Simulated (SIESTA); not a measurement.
Runs of SIESTA 5.4.2 on Ni. Symmetry: Fm-3m, No. 225, cubic system. Conventional cell: a = 3.475 Å, b = 3.475 Å, c = 3.475 Å, α = 90.00°, β = 90.00°, γ = 90.00°. Around Ni (site symmetry m-3m) lie 12 Ni at 2.46 Å. 

| task | level | potentials or basis | k mesh | energy shift | gap on the mesh (eV) | pressure (GPa) | moment (μB) | V0 of scaled cells (Å³/atom) | B0 (GPa) |
| --- | --- | --- | --- | --- | --- | --- | --- | --- | --- |
| band structure | PBE | PseudoDojo 0.4 standard (PBE files), DZP (energy shift 0.003 Ry; two zetas on semicore shells) | 13 × 13 × 13 | 0.003 Ry | none | 8.4 | 0.63 | - | - |
| equation of state | LDA | PseudoDojo 0.4 standard (LDA files), DZP (energy shift 0.003 Ry; two zetas on semicore shells) | 10 × 10 × 10 | 0.003 Ry | - | - | - | 10.06 | (a) |
| band structure | LDA | PseudoDojo 0.4 standard (LDA files), DZP (energy shift 0.003 Ry; two zetas on semicore shells) | 13 × 13 × 13 | 0.003 Ry | none | (c) | (b) | - | - |
| equation of state | LDA | PseudoDojo 0.4 standard (LDA files), DZP (energy shift 0.003 Ry; two zetas on semicore shells) | 13 × 13 × 13 | 0.003 Ry | - | - | - | 10.03 | 265 |
| single point | PBE | PseudoDojo 0.4 standard (PBE files), DZP (energy shift 0.003 Ry; two zetas on semicore shells) | 13 × 13 × 13 | 0.003 Ry | none | 8.4 | 0.63 | - | - |
| band structure | PBEsol | PseudoDojo 0.4 standard (PBEsol files), DZP (energy shift 0.003 Ry; two zetas on semicore shells) | 13 × 13 × 13 | 0.003 Ry | none | -2.2 | 0.63 | - | - |
| single point | PBE | PseudoDojo 0.4 standard (PBE files), DZP (energy shift 0.002 Ry) | 13 × 13 × 13 | 0.002 Ry | none | 8.0 | 0.63 | - | - |

Alike in all rows: spin collinear, ferromagnetic start; cell as given; smearing fermi-dirac 0.05 eV; grid cutoff 800 Ry.

Problem. Estimate the missing entries.

Solution. (a) 262; (b) 0.62; (c) -10.6.

Caveats: the basis of atomic orbitals isn't converged, which shifts pressures, moduli and gaps; short orbitals over semicore shells can move pressures by several GPa (some runs); semicore shells carry a single zeta, which can move pressures by several GPa and volumes by a few percent (some runs).

A k mesh can miss the band edges.

A gap of «none» marks a metal or a gap under the smearing width.

Not every run made on this cell is shown here.
